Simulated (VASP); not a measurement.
A run of VASP 6.6.1 is set up as follows.

The input INCAR:

```
  ALGO = Normal
  EDIFF = 1E-7
  EDIFFG = -0.002
  ENCUT = 520
  GGA = CA
  IBRION = 2
  ISIF = 3
  ISMEAR = 0
  LASPH = True
  LCHARG = False
  LREAL = False
  LWAVE = False
  NELM = 100
  NSW = 80
  PREC = Accurate
  PSTRESS = 450.0
  SIGMA = 0.1
```

KPOINTS

```
k-points
0
Gamma
  18 18 18
```

The input POSCAR:

```
Mo                                      
1.0
   -1.4969934772      1.4969934772      1.4969934772
    1.4969934772     -1.4969934772      1.4969934772
    1.4969934772      1.4969934772     -1.4969934772
  Mo            
     1
Direct
     0.0000000000000000    0.0000000000000000    0.0000000000000000
```

Potentials or basis: VASP PAW LDA potentials, release 64 (Mo_sv).

Run with:

```console
$ cat potpaw_LDA.64/Mo_sv/POTCAR > POTCAR
$ mpirun -np 1 vasp_std > vasp.out
```

(1) Estimate the band gap on the k mesh.

Answers

(1) none (metal or under the smearing width).
